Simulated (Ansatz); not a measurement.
Runs of Ansatz 0.2.0 on CuI (Marshite). Symmetry: F-43m, No. 216, cubic system. The conventional cell has a = 6.063 Å, b = 6.063 Å, c = 6.063 Å, α = 90.00°, β = 90.00°, γ = 90.00°. Around I (site symmetry -43m) lie 4 Cu at 2.63 Å. Cu (site symmetry -43m) is surrounded by 4 I at 2.63 Å. 

```csv
task,level,potentials or basis,spin,cell,k mesh,cutoff (eV),smearing,basis error allowed,gap on the mesh (eV),pressure (GPa),relaxed volume (Å³/atom)
single point,PBEsol,"all-electron LAPW, scalar-relativistic",off,as given,8 × 8 × 8,283,gaussian 0.02 eV,0.001 eV/atom,1.01,-2.6,-
Born charges and dielectric tensor,LDA,all-electron PAW datasets made for the crystal,off,as given,8 × 8 × 8,250,fixed,-,0.94,-,-
band structure,PBEsol,"all-electron LAPW, relativistic spinors","SOC, no magnetisation",as given,6 × 6 × 6,283,fermi-dirac 0.05 eV,0.001 eV/atom,(c),-2.5,-
relaxation of cell and atoms,revPBE,"all-electron LAPW, scalar-relativistic",off,relaxed,8 × 8 × 8,-,fermi-dirac 0.05 eV,0.001 eV/atom,1.11,0.0,(a)
relaxation of cell and atoms,BLYP,"all-electron LAPW, scalar-relativistic",off,relaxed,8 × 8 × 8,-,fermi-dirac 0.05 eV,0.001 eV/atom,(b),0.0,30.54
```

Question: Fill in the values left out.

Answer: (a) 29.23; (b) 0.93; (c) 0.85.

Caveats: spin-orbit coupling is left out, which moves the levels of the heavy elements (some runs); the program warned that the printed levels may be off, so bands, gaps and densities of states are rough (some runs).

A k mesh can miss the band edges, and rows without SOC leave out spin-orbit coupling on I.

The runs don't all hold the same shells in valence.

Runs at the PBE level aren't shown here.
